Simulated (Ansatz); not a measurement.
**WS$_{2}$: experiment and calculation**

**Measured values to compare with.**

From “Random anion distribution in MSxSe2−x (M = Mo, W) crystals and nanosheets”, 2018, pmc:9078701, for a bulk crystal of WS2: lattice constant a 3.1532 ± 0.0004 Å; lattice constant c 12.323 ± 0.005 Å.

The runs below are set against these values where they give the same quantity.

These are results of DFT PBE+D3(BJ), scalar-relativistic, plane waves, PAW in Ansatz 0.2.0, not measurements.

Settings: cutoff 420 eV, Γ-centred mesh 12×12×4 on the computed 6-atom cell, Gaussian smearing of 0.02 eV; no spin polarisation.

Relaxed structure, symmetry kept:

```yaml
crystal:
  lattice:
    - [3.15416, 0.00000, 0.00000]
    - [-1.57708, 2.73158, 0.00000]
    - [0.00000, 0.00000, 12.13575]
  atoms:
    - { symbol: W, position: [0.33333, 0.66667, 0.75000] }
    - { symbol: W, position: [0.66667, 0.33333, 0.25000] }
    - { symbol: S, position: [0.33333, 0.66667, 0.12025] }
    - { symbol: S, position: [0.66667, 0.33333, 0.62025] }
    - { symbol: S, position: [0.33333, 0.66667, 0.37975] }
    - { symbol: S, position: [0.66667, 0.33333, 0.87975] }
```

| Property | Result |
| --- | --- |
| Space group | P6_3/mmc (No. 194) |
| Volume per atom | 17.43 Å³ |
| Kohn–Sham band gap | 0.88 eV, indirect from Γ to (0.174, 0.174, 0.000) |
| Löwdin character of the top 1 eV of the valence band | W 5d 63 %, S 3p 31 % |
| Löwdin character of the lowest 1 eV of the conduction band | W 5d 61 %, S 3p 31 %, unprojected 5 % |
| Electron masses at the edge by Cartesian direction of the standard setting (m_e; degenerate bands sorted by energy; no spin-orbit coupling) | x: 0.53; y: 0.52; z: 0.45 |
| Hole masses at the edge by Cartesian direction of the standard setting (m_e; degenerate bands sorted by energy; no spin-orbit coupling) | x: 0.55; y: 0.55; z: 0.89 |
| Electronic dielectric constant xx, yy, zz of the standard setting (independent particles) | 14.8, 14.8, 9.7 |
| Bader charges (e) | W (2 in the cell) 1.36, S (4 in the cell) -0.68 |

Spin-orbit coupling is left out, which matters for the bands of heavy elements.

Measured lattice constant a of WS2: 3.1532 Å (quoted in the paper above). This calculation gives 3.154 Å (0.0 %). A measured lattice constant c of WS2 is 12.323 Å (quoted in the paper above); the calculated 12.136 Å misses it by -1.5 %. 2 values of this kind are on record (12.32 to 12.323 Å); this one was drawn at random among those near their median, those with a stated uncertainty first. The calculation is for 0 K without zero-point motion.